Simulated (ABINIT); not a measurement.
**TiC in ABINIT: convergence with nband**

Input of the first run (nband 9); the others differ in this setting and in those tied to it:

File run.abi:

```
# Pseudopotentials
pp_dirpath "./"
pseudos "Ti.upf, C.upf"

# Structure
acell 3*1.0 Angstrom
rprim
     0.0000000000     2.1657188437     2.1657188437
     2.1657188437     0.0000000000     2.1657188437
     2.1657188437     2.1657188437     0.0000000000
ntypat 2
znucl 22 6
natom 2
typat 1 2
xred
     0.0000000000     0.0000000000     0.0000000000
     0.5000000000     0.5000000000     0.5000000000

# Plane-wave basis
ecut 50.0

# k points
kptopt 1
ngkpt 11 11 11
nshiftk 1
shiftk 0.0 0.0 0.0

# Exchange and correlation
ixc -497498
usekden 1
nc_xccc_gspace 1
boxcutmin 3.0

# Bands and occupations
nband 9
occopt 4
tsmear 0.00183747

# SCF cycle
nstep 100
tolvrs 1.0e-9

# Output
iomode 3
prtwf 0
prtden 0
prteig 0
prtebands 0
enunit 2
```

Potentials or basis: PseudoDojo NC SR PBE v0.5 standard.

Run with:

```sh
$ abinit run.abi > log 2>&1
```

The cell is a database's computed one.

Hardware: 1 thread of Arm Neoverse V2, on a shared host.

```csv
nband,energy less the tightest run (meV/atom),SCF cycles,CPU time (s),peak memory (GiB)
9,0.00,30,970,0.17
10,0.00,15,570,0.17
11,0.00,14,590,0.17
12,0.00,13,600,0.17
13,0.00,12,600,0.17
16,0.00,13,770,0.18
22,timed out after 95 s,-,-,-
```

Against the tightest run, the energy stays within 1 meV/atom from 9 on. The tightest run that finished is the yardstick and may itself not be fully converged.

Caveat, for the tightest run too: a meta-GGA on potentials with a model core is unreliable.
